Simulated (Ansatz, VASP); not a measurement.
**Si2C: VASP beside Ansatz**

```
CELL_PARAMETERS angstrom
2.92307 0.00000 0.00000
-1.46154 2.53146 0.00000
0.00000 0.00000 8.84125
ATOMIC_POSITIONS crystal
Si 0.33333 0.66667 0.61315
Si 0.66667 0.33333 0.11315
Si 0.33333 0.66667 0.88685
Si 0.66667 0.33333 0.38685
C 0.33333 0.66667 0.25000
C 0.66667 0.33333 0.75000
```

Alike in both runs: functional PBE; k mesh 12 × 12 × 4; occupations gaussian, width 0.1 eV; no spin polarisation.

Ansatz relaxed the structure, and its values are those at the end. VASP's run is a single point on that final structure, the one shown.

|  | VASP | Ansatz |
| --- | --- | --- |
| version | VASP 6.6.1 | Ansatz 0.2.0 |
| potentials or method | VASP PAW PBE potentials, release 64 (Si, C) | scalar-relativistic, plane waves, PAW |
| plane-wave cutoff (eV) | 520 | 420 |
| valence electrons in the cell | 24 | 24 |

Ansatz gave:

| Item | Value |
| --- | --- |
| gap on the k mesh at the Fermi level (eV) | none |
| pressure (GPa) | 0.0 |
| rms of the force components (eV/Å) | 0.001 |

Task: Which values does VASP return?

Result: gap on the k mesh at the Fermi level (eV): none; pressure (GPa): 0.0; rms of the force components (eV/Å): 0.011.

A gap of «none» marks a metal or a gap that the smearing closes.
